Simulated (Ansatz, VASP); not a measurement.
Two plane-wave programs on ZrH4

The input INCAR:

```
PREC = Accurate
ENCUT = 520
EDIFF = 1E-6
ISMEAR = 0
SIGMA = 0.1
LREAL = F
LASPH = T
NELM = 100
ALGO = Normal
ISIF = 2
LWAVE = F
LCHARG = F
GGA = PE
NBANDS = 16
```

Contents of KPOINTS:

```
regular mesh
0
Gamma
  6 6 4
```

POSCAR

```
ZrH4
1.0
    3.0987341800      0.0000000000      0.0000000000
    0.0000000000      3.3466329100      0.0000000000
    0.0000000000      0.0000000000      5.3671650300
Zr H
1 4
Direct
    0.0000000000      0.0000000000      0.0000000000
    0.0000000000      0.5000000000      0.6666666700
    0.5000000000      0.5000000000      0.1666666700
    0.5000000000      0.5000000000      0.8333333300
    0.0000000000      0.5000000000      0.3333333300
```

Input for Ansatz:

```yaml
crystal:
  lattice:
    - [3.09873418, 0.0, 0.0]
    - [0.0, 3.34663291, 0.0]
    - [0.0, 0.0, 5.36716503]
  atoms:
    - { symbol: Zr, position: [0.0, 0.0, 0.0] }
    - { symbol: H, position: [0.0, 0.5, 0.66666667] }
    - { symbol: H, position: [0.5, 0.5, 0.16666667] }
    - { symbol: H, position: [0.5, 0.5, 0.83333333] }
    - { symbol: H, position: [0.0, 0.5, 0.33333333] }
basis:
  ecutwfc: 420
kpoints:
  mp_grid: { grid: [6, 6, 4] }
hamiltonian:
  xc: pbe
scf:
  occupations: { method: gaussian, width: 0.1 }
  lower_state_search: "off"
output:
  forces: true
  stress: true
  eigenvalues: true
```

Change from the starting cell: ordered vacancies on the cation sites of aluminium diboride (Pmmm, No. 47).

Alike in both runs: task single point; functional PBE; k mesh 6 × 6 × 4; occupations gaussian, width 0.1 eV; no spin polarisation.

|  | VASP | Ansatz |
| --- | --- | --- |
| version | VASP 6.6.1 | Ansatz 0.2.0 |
| potentials or method | VASP PAW PBE potentials, release 64 (Zr_sv, H) | scalar-relativistic, plane waves, PAW |
| plane-wave cutoff (eV) | 520 | 420 |
| valence electrons in the cell | 16 | 16 |

Ansatz gave:

```
gap on the k mesh at the Fermi level (eV)       : none
pressure (GPa)                                  : -16.0
largest component of the traceless stress (GPa) : 11.21
rms of the force components (eV/Å)              : 0.357
```

Task: What did VASP give for the same quantities?

Result: gap on the k mesh at the Fermi level (eV): none; pressure (GPa): -16.1; largest component of the traceless stress (GPa): 11.20; rms of the force components (eV/Å): 0.357.

Atom by atom the forces differ by 0.000 eV/Å (rms over components). A gap of «none» marks a metal or a gap that the smearing closes. With one functional, cell and mesh, what is left measures potentials, basis and numerics.

Caveats: so large a pressure means that the cell lies far from this level's equilibrium, or that cutoff or potentials fall short (VASP).
